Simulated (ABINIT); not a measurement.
Si2Mo:

```
Mo Si
1.0
    -1.60000    1.60000    3.93050
     1.60000   -1.60000    3.93050
     1.60000    1.60000   -3.93050
Mo Si
1 2
Direct
  0.00000 0.00000 0.00000
  0.66700 0.66700 0.00000
  0.33300 0.33300 0.00000
```

```yaml
Program: ABINIT 10.8.3 (patched build)
Task: relaxation of cell and atoms
Functional: LDA
Potentials_or_basis: JTH PAW LDA v2.0
Cutoff: 408 eV
k_mesh: 12 × 12 × 12
Occupations: fermi-dirac, width 0.05 eV
Spin: no spin polarisation
```

At the start: pressure -5.9 GPa; volume 13.42 Å³/atom.

**Question.** Where does the relaxation end?

**Answer.** Over 5 steps the energy falls by 8.8 meV/atom and the volume is 13.07 Å³/atom (-2.6 %); space group I4/mmm (No. 139, to 0.05 Å).

Step by step:
```
step  energy change (eV)  largest force (eV/Å)  pressure (GPa)  volume (Å³)
   1              0.0000                0.3711           -5.90        40.25
   2             -0.0208                0.2720           -1.99        39.53
   3             -0.0248                0.1664            0.38        39.13
   4             -0.0255                0.1220            0.44        39.12
   5             -0.0264                0.0006            0.10        39.20
```

Final structure:
```
Mo Si
1.0
    -1.58733    1.58733    3.88969
     1.58733   -1.58733    3.88969
     1.58733    1.58733   -3.88969
Mo Si
1 2
Cartesian
  0.0000 0.0000 0.0000
  0.0000 0.0000 5.1719
  0.0000 0.0000 2.6075
```
